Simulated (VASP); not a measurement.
The system is BeTe.

```
CELL_PARAMETERS angstrom
0.00000 2.77000 2.77000
2.77000 0.00000 2.77000
2.77000 2.77000 0.00000
ATOMIC_POSITIONS crystal
Te 0.75000 0.75000 0.75000
Be 0.00000 0.00000 0.00000
```

Base run:

- Program: VASP 6.6.1
- Functional: PBE0
- Potentials or basis: VASP PAW PBE potentials, release 64 (Te, Be)
- Cutoff: 520 eV
- k mesh: 6 × 6 × 6
- Occupations: gaussian, width 0.02 eV
- Spin: no spin polarisation

Its results: band gap on the k mesh 3.16 eV, indirect (least direct gap 5.10 eV); pressure 3.1 GPa.

The run is repeated on the same cell with these changes: functional from PBE0 to HSE06. What comes out?

Band gap on the k mesh 2.52 eV, indirect (least direct gap 4.44 eV); pressure 3.1 GPa.

Caveats: the PAW data sets were made with another functional, which shifts forces and pressure a little; spin-orbit coupling is left out, which moves the levels of the heavy elements.
